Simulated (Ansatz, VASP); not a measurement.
**Ge: VASP beside Ansatz**

```xyz
1
Lattice="-1.5976 1.5976 1.8606 1.5976 -1.5976 1.8606 1.5976 1.5976 -1.8606" Properties=species:S:1:pos:R:3 pbc="T T T"
Ge    0.0000    0.0000    1.8606
```

The cell was built by a generator and needn't be a form met in nature.

Alike in both runs: task single point; functional PBE; k mesh 12 × 12 × 12; occupations fermi-dirac, width 0.05 eV; no spin polarisation.

```csv
,VASP,Ansatz
version,VASP 6.6.1,Ansatz 0.2.0
potentials or method,"VASP PAW PBE potentials, release 64 (Ge_d)",Ansatz PAW
plane-wave cutoff (eV),520,420
valence electrons in the cell,14,14
```

VASP gave:

| Property | Result |
| --- | --- |
| gap on the k mesh at the Fermi level (eV) | none |
| pressure (GPa) | 2.0 |
| largest component of the traceless stress (GPa) | 0.30 |

Q: Estimate Ansatz's values.

A: gap on the k mesh at the Fermi level (eV): none; pressure (GPa): 1.9; largest component of the traceless stress (GPa): 0.30.

A gap of «none» marks a metal or a gap that the smearing closes.
